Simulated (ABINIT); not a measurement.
Crystal: SnSe.

```
CELL_PARAMETERS angstrom
0.00000 3.01000 3.01000
3.01000 0.00000 3.01000
3.01000 3.01000 0.00000
ATOMIC_POSITIONS crystal
Sn 0.00000 0.00000 0.00000
Se 0.50000 0.50000 0.50000
```

Measurements of this composition are mostly on another form, of space group No. 62.

```yaml
Program: ABINIT 10.8.3 (patched build)
Task: relaxation of cell and atoms
Functional: LDA
Potentials_or_basis: PseudoDojo NC SR LDA v0.4.1 standard
Cutoff: 1170 eV
k_mesh: 6 × 6 × 6
Occupations: fermi-dirac, width 0.05 eV
Spin: no spin polarisation
```

At the start: pressure -3.7 GPa; volume 27.27 Å³/atom.

**Question.** Where does the relaxation end?

**Answer.** Over 5 steps the energy falls by 22.5 meV/atom and the volume is 25.43 Å³/atom (-6.8 %); space group Fm-3m (No. 225, to 0.05 Å).

Step by step:
```tsv
step	energy change (eV)	largest force (eV/Å)	pressure (GPa)	volume (Å³)
1	0.0000	0.0000	-3.67	54.54
2	-0.0130	0.0000	-3.16	53.93
3	-0.0446	0.0000	0.38	50.54
4	-0.0450	0.0000	-0.03	50.88
5	-0.0450	0.0000	0.00	50.85
```

Final structure:
```xyz
2
Lattice="0.0000 2.9405 2.9405 2.9405 0.0000 2.9405 2.9405 2.9405 0.0000" Properties=species:S:1:pos:R:3 pbc="T T T"
Sn    0.0000    0.0000    0.0000
Se    2.9405    2.9405    2.9405
```
